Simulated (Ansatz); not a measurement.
**O started in the widest void in corundum Al2O3, 121 atoms, charge 0**

All numbers come from Ansatz (PAW, plane waves, no spin–orbit coupling) at the single k point (¼, ¼, ¼) without its symmetry partners. The atoms were relaxed with PBEsol in a fixed cell; other functionals are single points on those atoms unless said otherwise. The valence top and gap of the host come from its small cell on a dense mesh, with the band extrema sought between the mesh points, lined up by the mean potential, PBEsol gap 6.03 eV, r²SCAN gap 7.03 eV.

Relaxed structure:

```cif
data_structure
_symmetry_space_group_name_H-M 'P 1'
_symmetry_Int_Tables_number 1
_cell_length_a 9.5479
_cell_length_b 9.5479
_cell_length_c 13.0136
_cell_angle_alpha 90.000
_cell_angle_beta 90.000
_cell_angle_gamma 120.000
_cell_volume 1027.40
loop_
_atom_site_label
_atom_site_type_symbol
_atom_site_fract_x
_atom_site_fract_y
_atom_site_fract_z
_atom_site_occupancy
Al1 Al 0.33407 0.16714 0.18561 1
Al2 Al 0.33354 0.66611 0.18554 1
Al3 Al 0.83364 0.16664 0.18420 1
Al4 Al 0.83317 0.66667 0.18550 1
Al5 Al 0.16709 0.33351 0.01859 1
Al6 Al 0.16681 0.83316 0.01907 1
Al7 Al 0.66639 0.33314 0.01859 1
Al8 Al 0.66682 0.83281 0.01857 1
Al9 Al 0.16485 0.33269 0.31262 1
Al10 Al 0.16695 0.83339 0.31439 1
Al11 Al 0.66768 0.33178 0.31245 1
Al12 Al 0.66872 0.83565 0.31229 1
Al13 Al 0.16136 0.33177 0.51811 1
Al14 Al 0.16653 0.83302 0.51863 1
Al15 Al 0.66796 0.32862 0.51773 1
Al16 Al 0.67107 0.83862 0.51740 1
Al17 Al 0.00074 0.00059 0.35154 1
Al18 Al 0.99970 0.49982 0.35155 1
Al19 Al 0.50030 0.99944 0.35156 1
Al20 Al 0.50094 0.50063 0.35676 1
Al21 Al 0.00060 0.00006 0.14718 1
Al22 Al 0.00006 0.50019 0.14722 1
Al23 Al 0.49989 0.99949 0.14721 1
Al24 Al 0.50014 0.49993 0.14964 1
Al25 Al 0.99943 0.99902 0.64848 1
Al26 Al 0.00050 0.49983 0.64846 1
Al27 Al 0.49984 0.00017 0.64845 1
Al28 Al 0.49928 0.49898 0.64320 1
Al29 Al 0.99959 0.99959 0.85282 1
Al30 Al 0.00012 0.49945 0.85276 1
Al31 Al 0.50030 0.00010 0.85280 1
Al32 Al 0.50001 0.49969 0.85038 1
Al33 Al 0.33145 0.16399 0.68775 1
Al34 Al 0.33255 0.66783 0.68760 1
Al35 Al 0.83325 0.16624 0.68560 1
Al36 Al 0.83532 0.66689 0.68742 1
Al37 Al 0.32906 0.16096 0.48263 1
Al38 Al 0.33220 0.67103 0.48235 1
Al39 Al 0.83362 0.16662 0.48135 1
Al40 Al 0.83882 0.66787 0.48192 1
Al41 Al 0.33337 0.16681 0.98147 1
Al42 Al 0.33380 0.66649 0.98142 1
Al43 Al 0.83335 0.16647 0.98091 1
Al44 Al 0.83305 0.66609 0.98142 1
Al45 Al 0.16701 0.33297 0.81451 1
Al46 Al 0.16656 0.83301 0.81580 1
Al47 Al 0.66661 0.33348 0.81447 1
Al48 Al 0.66612 0.83246 0.81441 1
O1 O 0.15393 0.00067 0.25003 1
O2 O 0.15113 0.49948 0.24859 1
O3 O 0.65341 0.00020 0.24895 1
O4 O 0.65295 0.49968 0.25090 1
O5 O 0.33333 0.01364 0.08327 1
O6 O 0.33368 0.51355 0.08374 1
O7 O 0.83369 0.01375 0.08275 1
O8 O 0.83299 0.51350 0.08331 1
O9 O 0.00018 0.15304 0.24899 1
O10 O 0.99971 0.65300 0.24994 1
O11 O 0.50074 0.15132 0.24852 1
O12 O 0.50059 0.65302 0.25074 1
O13 O 0.34741 0.34737 0.25102 1
O14 O 0.34720 0.84636 0.24996 1
O15 O 0.84732 0.34679 0.24899 1
O16 O 0.84917 0.84939 0.24819 1
O17 O 0.18096 0.16706 0.08329 1
O18 O 0.18075 0.66664 0.08324 1
O19 O 0.68044 0.16634 0.08277 1
O20 O 0.68029 0.66629 0.08367 1
O21 O 0.17800 0.00938 0.58404 1
O22 O 0.18182 0.51468 0.58372 1
O23 O 0.68051 0.01547 0.58335 1
O24 O 0.69498 0.50944 0.58906 1
O25 O 0.16718 0.18193 0.41654 1
O26 O 0.16498 0.68059 0.41660 1
O27 O 0.66851 0.17816 0.41601 1
O28 O 0.68627 0.69625 0.41003 1
O29 O 0.01037 0.33192 0.41621 1
O30 O 0.01611 0.83517 0.41649 1
O31 O 0.51055 0.31473 0.41108 1
O32 O 0.51511 0.83308 0.41632 1
O33 O 0.01372 0.18028 0.91686 1
O34 O 0.01383 0.68000 0.91722 1
O35 O 0.51363 0.18049 0.91676 1
O36 O 0.51371 0.67986 0.91625 1
O37 O 0.00048 0.34662 0.75007 1
O38 O 0.00000 0.84658 0.75101 1
O39 O 0.49961 0.34660 0.74925 1
O40 O 0.49945 0.84830 0.75152 1
O41 O 0.48649 0.31980 0.08376 1
O42 O 0.48655 0.81913 0.08323 1
O43 O 0.98633 0.31962 0.08280 1
O44 O 0.98643 0.81934 0.08317 1
O45 O 0.48509 0.16657 0.58372 1
O46 O 0.48962 0.68483 0.58896 1
O47 O 0.98405 0.16445 0.58351 1
O48 O 0.98976 0.66770 0.58381 1
O49 O 0.31400 0.30349 0.59000 1
O50 O 0.33168 0.82146 0.58399 1
O51 O 0.83518 0.31904 0.58339 1
O52 O 0.83297 0.81771 0.58347 1
O53 O 0.30514 0.49021 0.41095 1
O54 O 0.31967 0.98416 0.41666 1
O55 O 0.81834 0.48495 0.41630 1
O56 O 0.82221 0.99032 0.41596 1
O57 O 0.31989 0.33332 0.91632 1
O58 O 0.31974 0.83327 0.91723 1
O59 O 0.81943 0.33297 0.91679 1
O60 O 0.81921 0.83257 0.91672 1
O61 O 0.34680 0.99944 0.75105 1
O62 O 0.34722 0.49995 0.74915 1
O63 O 0.84623 0.99897 0.75000 1
O64 O 0.84902 0.50010 0.75143 1
O65 O 0.15100 0.15025 0.75182 1
O66 O 0.15289 0.65285 0.75101 1
O67 O 0.65301 0.15328 0.75006 1
O68 O 0.65277 0.65227 0.74899 1
O69 O 0.16720 0.48614 0.91672 1
O70 O 0.16650 0.98589 0.91724 1
O71 O 0.66651 0.48608 0.91625 1
O72 O 0.66684 0.98596 0.91677 1
O73 O 0.50006 0.49980 0.49990 1
```

Chemical potentials μ are those of reference phases of the elements at zero temperature by the same functional (the usual solids, diamond for C, grey Sn, and the molecules H2, N2, O2, F2, Cl2, Br2 and S8).

```csv
functional,E(defect) − E(host) − Σ nμ + q·E_VBM (eV),monopole (eV),alignment (eV),formation energy at E_F = VBM (eV),moment (μB),"wall time, shared host"
PBEsol,6.11,0.00,0.00,6.11,0 (no spin),8.5 s on NVIDIA GB300 (relaxation)
```

Problem. Estimate the formation energy and moment that r²SCAN gives on these atoms.

Solution. 6.87 eV at E_F = VBM, moment 0 (no spin).

r²SCAN one-electron levels near the gap (the ten most localised at most), from the host's valence top:

```tsv
level (eV)	spin	filling	atoms sharing it	element of the atom with most weight
-0.30	both	2.00	58.6	spread
-0.27	both	2.00	65.5	spread
-0.19	both	2.00	61.8	spread
-0.18	both	2.00	62.8	spread
-0.12	both	2.00	67.3	spread
-0.12	both	2.00	69.4	spread
-0.11	both	2.00	67.1	spread
0.81	both	2.00	8.3	O
1.52	both	0.86	3.5	O
1.52	both	1.14	3.6	O
```

The runs had no spin polarisation though PBEsol leaves holes or close levels at the Fermi level; a state of higher spin may be lower.

All elements are taken at their own reference at once; growth conditions in equilibrium with the host shift these energies, by up to the host's formation enthalpy.

One k point and a cell of this size can leave errors of several tenths of an eV in such numbers.
